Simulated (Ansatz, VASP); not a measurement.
**P: VASP beside Ansatz**

```xyz
1
Lattice="2.4010 0.0000 0.0000 -1.2005 2.0793 0.0000 0.0000 0.0000 2.2436" Properties=species:S:1:pos:R:3 pbc="T T T"
P     0.0000    0.0000    0.0000
```

Change from the starting cell: volume scaled by 0.76, PAW files.

Alike in both runs: task single point; functional PBE; k mesh 18 × 18 × 17; occupations fermi-dirac, width 0.05 eV; no spin polarisation.

|  | VASP | Ansatz |
| --- | --- | --- |
| version | VASP 6.6.1 | Ansatz 0.2.0 |
| potentials or method | VASP PAW PBE potentials, release 64 (P) | PAW with Ansatz's default frozen-core files, scalar-relativistic |
| plane-wave cutoff (eV) | 520 | 420 |
| valence electrons in the cell | 5 | 5 |

Ansatz gave:

| Property | Result |
| --- | --- |
| pressure (GPa) | 42.6 |

Task: What did VASP give for the same quantities?

Result: Pressure (GPa): 42.0.

The functional is the same, so the differences come from potentials, cutoffs and numerics.

Caveats: so large a pressure means that the cell lies far from this level's equilibrium, or that cutoff or potentials fall short (VASP).
